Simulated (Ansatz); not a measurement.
Runs of Ansatz 0.2.0 on GaN. The structure is cubic, space group F-43m (No. 216). The conventional cell has a = 4.507 Å, b = 4.507 Å, c = 4.507 Å, α = 90.00°, β = 90.00°, γ = 90.00°. Ga (site symmetry -43m) is surrounded by 4 N at 1.95 Å. Around N (site symmetry -43m) lie 4 Ga at 1.95 Å. The cell is a database's computed one.

| task | level | potentials or basis | spin | cell | k mesh | cutoff (eV) | smearing | basis error allowed | mesh quality | gap on the mesh (eV) | pressure (GPa) | relaxed volume (Å³/atom) |
| --- | --- | --- | --- | --- | --- | --- | --- | --- | --- | --- | --- | --- |
| relaxation of cell and atoms | PBEsol+D4 | all-electron LAPW, scalar-relativistic | off | relaxed | 10 × 10 × 10 | - | fermi-dirac 0.05 eV | 0.001 eV/atom | not flagged | 1.83 | 0.0 | 11.18 |
| band structure | PBE | all-electron LAPW, relativistic spinors | SOC, no magnetisation | as given | 7 × 7 × 7 | 422 | fermi-dirac 0.05 eV | 0.001 eV/atom | not flagged | 1.73 | 4.9 | - |
| single point | PBE | all-electron LAPW, scalar-relativistic | off | as given | 4 × 4 × 4 | 389 | fermi-dirac 0.04 eV | 0.002 eV/atom | coarse | (c) | 4.9 | - |
| relaxation of cell and atoms | LDA | all-electron LAPW, scalar-relativistic | off | relaxed | 10 × 10 × 10 | - | fermi-dirac 0.05 eV | 0.001 eV/atom | not flagged | 1.96 | 0.0 | 11.07 |
| elastic constants | LDA | all-electron LAPW, scalar-relativistic | off | as given | 7 × 7 × 7 | 450 | fermi-dirac 0.05 eV | 0.001 eV/atom | not flagged | (a) | (b) | - |

Question: Fill in the values left out.

Answer: (a) 1.74; (b) -6.3; (c) 1.71.

Caveats: some runs use coarse meshes; the cell is more than 3 GPa from zero pressure, which shifts response properties (some runs).

A k mesh can miss the band edges, and rows without SOC leave out spin-orbit coupling on Ga.
